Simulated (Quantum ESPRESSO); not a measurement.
**SiNi3: equation of state with LDA**

SiNi3:

```
Ni Si
1.0
     3.54200    0.00000    0.00000
     0.00000    3.54200    0.00000
     0.00000    0.00000    3.54200
Ni Si
3 1
Direct
  0.50000 0.50000 0.00000
  0.50000 0.00000 0.50000
  0.00000 0.50000 0.50000
  0.00000 0.00000 0.00000
```

| Quantity | Value |
| --- | --- |
| Program | Quantum ESPRESSO 7.5 |
| Task | equation of state |
| Functional | LDA |
| Potentials or basis | GBRV 1.5 LDA |
| Cutoff | 612 eV |
| Density cutoff | 4898 eV |
| k mesh | 8 × 8 × 8 |
| Occupations | fermi-dirac, width 0.05 eV |
| Spin | collinear spin, ferromagnetic start |
| Starting moments | [1.0, 1.0, 1.0, 0.0] μB |

```json
{
 "Equilibrium volume": "10.09 Å³/atom (rough: see the caveat)",
 "Bulk modulus": "260 GPa (rough)"
}
```

Energy against volume, from the lowest point:
```csv
volume (Å³/atom),energy (meV/atom)
10.443,0.00
10.665,14.51
10.887,34.72
11.109,59.94
11.331,89.57
11.554,123.06
11.776,159.93
```

All runs of the series together: 9.1 min on 2 threads of Arm Neoverse V1, with other jobs on the host.

Caveat: the minimum lies outside the volumes run.
